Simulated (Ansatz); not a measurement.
**Electrons against holes in EuS, calculated with Ansatz**

Space group Fm-3m (No. 225), 2 atoms in the cell of the first input below: a = 4.212 Å, b = 4.212 Å, c = 4.212 Å, α = 60.00°, β = 60.00°, γ = 60.00°.

The cell was built from a prototype of a structure type listed for this compound, at its measured volume, taken without relaxation (pressure 0.5 GPa with this functional, without spin–orbit coupling). Functional: PBE+U (Eu 5 eV).

Spin–orbit coupling is left out. Kohn–Sham gap between the band edges found on a fine mesh: 0.46 eV. The bands are those of the ferromagnetic state at 0 K, though insulators whose moments sit on 4f shells alone mostly order under 100 K, far below the temperatures of the table. The two spin channels have gaps of 0.46 and 2.42 eV, so dilute carriers at an edge can fill one spin alone; the splitting of the conduction band averages out in a paramagnet.

Levels at points 0.012 Å⁻¹ about the band edges give the masses:

```yaml
crystal:
  lattice:
    - [0.0, 2.978501867, 2.978501867]
    - [2.978501867, 0.0, 2.978501867]
    - [2.978501867, 2.978501867, 0.0]
  atoms:
    - { symbol: Eu, position: [0.5, 0.5, 0.5], spin: 7.54 }
    - { symbol: S, position: [0.0, 0.0, 0.0] }
basis:
  ecutwfc: 420
  ecutrho_ratio: 4
kpoints:
  mp_grid: { grid: [8, 8, 8] }
hamiltonian:
  xc: pbe
  hubbard: { sites: [{ species: Eu, l: f, u_eff: 5.0 }] }
scf:
  occupations: { method: gaussian, width: 0.05 }
  lower_state_search: "off"
output:
  forces: true
  stress: true
  eigenvalues: true
  populations: true
  hubbard: { sites: [{ species: Eu, l: f }] }
  eigenstates:
    kpoints:
      - [0.0, 0.0, 0.0]
      - [0.0, 0.00568852, 0.00568852]
      - [0.0, -0.00568852, -0.00568852]
      - [0.00568852, 0.0, 0.00568852]
      - [-0.00568852, 0.0, -0.00568852]
      - [0.00568852, 0.00568852, 0.0]
      - [-0.00568852, -0.00568852, 0.0]
      - [0.004022391, 0.004022391, 0.008044781]
      - [-0.004022391, -0.004022391, -0.008044781]
      - [0.004022391, 0.008044781, 0.004022391]
      - [-0.004022391, -0.008044781, -0.004022391]
      - [0.008044781, 0.004022391, 0.004022391]
      - [-0.008044781, -0.004022391, -0.004022391]
      - [0.006568537, 0.006568537, 0.006568537]
      - [-0.006568537, -0.006568537, -0.006568537]
      - [0.0, -0.5, -0.5]
      - [0.0, -0.49431148, -0.49431148]
      - [0.0, -0.50568852, -0.50568852]
      - [0.00568852, -0.5, -0.49431148]
      - [-0.00568852, -0.5, -0.50568852]
      - [0.00568852, -0.49431148, -0.5]
      - [-0.00568852, -0.50568852, -0.5]
      - [0.004022391, -0.495977609, -0.491955219]
      - [-0.004022391, -0.504022391, -0.508044781]
      - [0.004022391, -0.491955219, -0.495977609]
      - [-0.004022391, -0.508044781, -0.504022391]
      - [0.008044781, -0.495977609, -0.495977609]
      - [-0.008044781, -0.504022391, -0.504022391]
      - [0.006568537, -0.493431463, -0.493431463]
      - [-0.006568537, -0.506568537, -0.506568537]
    de_dk: true
    e_range: [-0.8281489164042, 0.8281489164043]
magnetization:
  spin_polarized: true
checkpoint:
  read: start.run
  write: ck
  compress: false
  write_wavefunctions: false
  write_every: 100000
```

```bash
ansatz run input.yaml --threads 4 --pin off --max-ram 9216MiB --backend cpu --events-out ev --progress --plain --runs-dir out
```

start.run is the saved state of an earlier run of the same cell.

Time: 0.82 s on 4 threads of AMD EPYC 9R45 96-Core Processor (Zen 5) (shared host), peak memory 0.47 GiB.

Edges at k = (0.000, 0.000, 0.000) and (0.000, -0.500, -0.500); masses in electron masses along fixed Cartesian directions (which need not be the axes of a valley), negative for hole-like bands, for at most the three nearest levels of the same spin at these k-points, within 0.3 eV:

```tsv
edge	band	from the edge (meV)	degeneracy	x	y	z	111
conduction	1	0	1	1.086	0.177	0.177	0.245
```

These curvatures agree with the slopes at the same points. They hold at the edge alone, and further out the bands need not be parabolic.

Masses are left out for the valence bands: curvatures from levels and from slopes, or those of degenerate partners, don't bear each other out.

The states of the whole zone with their velocity products:

```yaml
crystal:
  lattice:
    - [0.0, 2.978501867, 2.978501867]
    - [2.978501867, 0.0, 2.978501867]
    - [2.978501867, 2.978501867, 0.0]
  atoms:
    - { symbol: Eu, position: [0.5, 0.5, 0.5], spin: 7.54 }
    - { symbol: S, position: [0.0, 0.0, 0.0] }
basis:
  ecutwfc: 420
  ecutrho_ratio: 4
kpoints:
  mp_grid: { grid: [8, 8, 8] }
hamiltonian:
  xc: pbe
  hubbard: { sites: [{ species: Eu, l: f, u_eff: 5.0 }] }
scf:
  occupations: { method: gaussian, width: 0.05 }
  lower_state_search: "off"
output:
  forces: true
  stress: true
  eigenvalues: true
  populations: true
  hubbard: { sites: [{ species: Eu, l: f }] }
  states_by_energy: { minimum_broadening: 0.05 }
magnetization:
  spin_polarized: true
checkpoint:
  read: start.run
  write: ck
  compress: false
  write_wavefunctions: false
  write_every: 100000
```

```bash
ansatz run input.yaml --threads 4 --pin off --max-ram 9216MiB --backend cpu --events-out ev --progress --plain --runs-dir out
```

start.run is the saved state of an earlier run of the same cell.

Time: 24 s on 4 threads of AMD EPYC 9R45 96-Core Processor (Zen 5), with other jobs on the host, peak memory 1.1 GiB.

From that table, at a constant relaxation time τ with Fermi–Dirac weights and rigid bands:

```json
{"T (K)": "600", "doping (cm⁻³)": "n 1e19", "μ − E_F (eV)": "0.196", "σ_xx/τ (10²⁰/Ω m s)": "0.00976", "S_xx (μV/K)": "-283", "Lorenz (10⁻⁸ V²/K²)": "1.97", "ħω_p,xx (eV)": "0.219"}
{"T (K)": "600", "doping (cm⁻³)": "n 1e20", "μ − E_F (eV)": "0.377", "σ_xx/τ (10²⁰/Ω m s)": "0.0898", "S_xx (μV/K)": "-116", "Lorenz (10⁻⁸ V²/K²)": "2.09", "ħω_p,xx (eV)": "0.663"}
{"T (K)": "600", "doping (cm⁻³)": "p 1e20", "μ − E_F (eV)": "-0.256", "σ_xx/τ (10²⁰/Ω m s)": "0.0305", "S_xx (μV/K)": "214", "Lorenz (10⁻⁸ V²/K²)": "2.14", "ħω_p,xx (eV)": "0.386"}
{"T (K)": "600", "doping (cm⁻³)": "n 1e21", "μ − E_F (eV)": "0.849", "σ_xx/τ (10²⁰/Ω m s)": "0.674", "S_xx (μV/K)": "-44", "Lorenz (10⁻⁸ V²/K²)": "2.49", "ħω_p,xx (eV)": "1.817"}
{"T (K)": "600", "doping (cm⁻³)": "p 1e21", "μ − E_F (eV)": "-0.465", "σ_xx/τ (10²⁰/Ω m s)": "0.218", "S_xx (μV/K)": "101", "Lorenz (10⁻⁸ V²/K²)": "2.48", "ħω_p,xx (eV)": "1.032"}
{"T (K)": "900", "doping (cm⁻³)": "n 1e20", "μ − E_F (eV)": "0.351", "σ_xx/τ (10²⁰/Ω m s)": "0.0865", "S_xx (μV/K)": "-159", "Lorenz (10⁻⁸ V²/K²)": "2.08", "ħω_p,xx (eV)": "0.651"}
{"T (K)": "900", "doping (cm⁻³)": "p 1e20", "μ − E_F (eV)": "-0.187", "σ_xx/τ (10²⁰/Ω m s)": "0.025", "S_xx (μV/K)": "282", "Lorenz (10⁻⁸ V²/K²)": "2.75", "ħω_p,xx (eV)": "0.350"}
{"T (K)": "900", "doping (cm⁻³)": "n 1e21", "μ − E_F (eV)": "0.834", "σ_xx/τ (10²⁰/Ω m s)": "0.67", "S_xx (μV/K)": "-64", "Lorenz (10⁻⁸ V²/K²)": "2.48", "ħω_p,xx (eV)": "1.811"}
{"T (K)": "900", "doping (cm⁻³)": "p 1e21", "μ − E_F (eV)": "-0.419", "σ_xx/τ (10²⁰/Ω m s)": "0.188", "S_xx (μV/K)": "145", "Lorenz (10⁻⁸ V²/K²)": "2.03", "ħω_p,xx (eV)": "0.960"}
```

3 rows with a Lorenz number over 3 are left out: with so small an uncorrected gap, carriers of both signs are excited across it there.

**Question.** Which of the dopings listed at 600 K has the largest power factor S²σ/τ along x?

**Answer.** n 1e19: 0.78, n 1e20: 1.2, p 1e20: 1.4, n 1e21: 1.3, p 1e21: 2.2 (10¹¹ W/m K² s), so p 1e21 cm⁻³, if τ is the same for all. The comparison of n with p holds for the ordered state alone: spin-split edges offer fewer states, which lowers S at a given doping.

Caveats: melting, decomposition and changes of phase at these temperatures weren't checked; no scattering is computed, and the gap isn't corrected; no spin-orbit coupling, which matters for these elements; state of the open shells carried from another run; the valence edge derives from the Eu 4f shell, which U places, so hole masses and p rows hang on U.

At each doping and temperature where both carriers are listed, electrons give the larger σ/τ and holes the larger thermopower. The conduction minimum at X is mainly Eu 5d t2g. Its lobes overlap well in the plane normal to the valley axis but poorly along it, hence masses of 0.177 and 1.086. The valence edge disperses less because the 4f shell is compact, though the sizeable hole plasma energies suggest that S 3p admixture carries much of the hole velocity. Slower bands hold more states per energy, which keeps the thermopower high, and at p 1e21 this outweighs the lower conductivity.

The gap of 0.46 eV is far below that known for EuS, probably because the semilocal functional places the empty 5d states too close to the occupied 4f levels.

The hole advantage is thus one of band structure, not evidence that p-type EuS would be the better thermoelectric: a hole of 4f character may localise as Eu³⁺ with a surrounding lattice distortion and move by hopping, which rigid bands cannot describe.
